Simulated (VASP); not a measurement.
Write the native input for VASP 6.6.1 that does the following.

| Property | Result |
| --- | --- |
| Task | relaxation of cell and atoms |
| Functional | PBE |
| Potentials or basis | VASP PAW PBE potentials, release 64 (Al, N) |
| Cutoff | 600 eV |
| k mesh | 9 × 9 × 6 |
| Occupations | gaussian, width 0.01 eV |
| Spin | no spin polarisation |
| Dipole correction | no |
| Further INCAR settings | ALGO = Normal; EDIFF = 1e-06; IBRION = 2; EDIFFG = -0.001; NSW = 80; ISIF = 3 |

The structure of AlN lies in POSCAR:

```
AlN
1.0
    3.1302455680      0.0000000000      0.0000000000
   -1.5651227840      2.7108721819      0.0000000000
    0.0000000000      0.0000000000      5.0179604227
Al N
2 2
Direct
    0.3333333333      0.6666666667     -0.0007713538
    0.6666666667      0.3333333333      0.4992286462
    0.3333333333      0.6666666667      0.3807713538
    0.6666666667      0.3333333333      0.8807713538
```

The cell isn't the ideal one: cell and atoms relaxed tightly for response.

One way to write it, as run:

INCAR

```
ALGO = Normal ; EDIFF = 1E-6
EDIFFG = -0.001 ; ENCUT = 600
GGA = PE ; IBRION = 2
ISIF = 3 ; ISMEAR = 0
LASPH = T ; LCHARG = F
LREAL = F ; LWAVE = F
NELM = 100 ; NSW = 80
PREC = Accurate ; SIGMA = 0.01
```

KPOINTS

```
k-points
0
Gamma
  9 9 6
```

Potentials or basis: VASP PAW PBE potentials, release 64 (Al, N).

Run with:

```sh
$ cat potpaw_PBE.64/Al/POTCAR potpaw_PBE.64/N/POTCAR > POTCAR
$ mpirun -np 1 vasp_std > vasp.out
```

It gave:

```
Relaxed volume                         : 10.62 Å³/atom
Relaxed cell                           : a = 3.128 Å, b = 3.128 Å, c = 5.015 Å, α = 90.00°, β = 90.00°, γ = 120.00°
Space group after relaxing (to 0.05 Å) : P6_3mc (No. 186)
Energy gained by relaxing              : 0.0 meV/atom
Ionic steps                            : 4
Pressure after relaxing                : 0.0 GPa
Band gap on the k mesh                 : 4.06 eV, direct
```

Caveat: an odd mesh through Γ misses points on the zone boundary, where band edges often lie.

Run time: 31 s on 1 thread of AMD EPYC 9R45 96-Core Processor (Zen 5) (shared host), peak memory 0.16 GiB.
